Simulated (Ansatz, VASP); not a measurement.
## One calculation of Sn, two programs

```xyz
2
Lattice="0.0000 3.2708 3.2708 3.2708 0.0000 3.2708 3.2708 3.2708 0.0000" Properties=species:S:1:pos:R:3 pbc="T T T"
Sn    3.2708    3.2708    3.2708
Sn    4.9062    4.9062    4.9062
```

Alike in both runs: functional PBEsol; k mesh 12 × 12 × 12; occupations gaussian, width 0.1 eV; no spin polarisation.

Ansatz relaxed the structure, and its values are those at the end. VASP's run is a single point on that final structure, the one shown.

|  | VASP | Ansatz |
| --- | --- | --- |
| version | VASP 6.6.1 | Ansatz 0.2.0 |
| potentials or method | VASP PAW PBE potentials, release 64 (Sn_d) | scalar-relativistic, plane waves, PAW |
| plane-wave cutoff (eV) | 520 | 420 |
| valence electrons in the cell | 28 | 28 |

|  | VASP | Ansatz | Ansatz less VASP |
| --- | --- | --- | --- |
| gap on the k mesh at the Fermi level (eV) | none | none | - |
| pressure (GPa) | -0.1 | 0.0 | +0.07 |

A gap of «none» marks a metal or a gap that the smearing closes. With one functional, cell and mesh, what is left measures potentials, basis and numerics.

Caveats: the PAW data sets were made with another functional, which shifts forces and pressure a little (VASP).
